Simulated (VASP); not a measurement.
MoSe2, 6 atoms in the cell. The structure is hexagonal, space group P6_3/mmc (No. 194). The conventional cell has a = 3.279 Å, b = 3.279 Å, c = 12.725 Å, α = 90.00°, β = 90.00°, γ = 120.00°. Around Mo (site symmetry -6m2) lie 6 Se at 2.53 Å. Se (site symmetry 3m) is surrounded by 3 Mo at 2.53 Å. 

```yaml
Program: VASP 6.6.1
Task: dielectric tensor
Functional: PBE
Potentials_or_basis: VASP PAW PBE potentials, release 64 (Mo_sv, Se)
Cutoff: 520 eV
k_mesh: 12 × 12 × 3
Occupations: gaussian, width 0.03 eV
Spin: no spin polarisation
Monkhorst-Pack_mesh: no
Further_INCAR_settings: ALGO = Normal; EDIFF = 1e-08
```

Potentials or basis: VASP PAW PBE potentials, release 64 (Mo_sv, Se).

The run is started by

```console
$ cat potpaw_PBE.64/Mo_sv/POTCAR potpaw_PBE.64/Se/POTCAR > POTCAR
$ mpirun -np 4 vasp_std > vasp.out
```

Hardware: 4 MPI ranks on Intel(R) Xeon(R) Platinum 8559C (Emerald Rapids), with other jobs on the host.

Problem. How long does it take, and how much memory?

Solution. Run time: 5.4 min on 4 MPI ranks on Intel(R) Xeon(R) Platinum 8559C (Emerald Rapids), with other jobs on the host, peak memory 0.77 GiB a rank. Counts: scf iterations 160, k points 38.
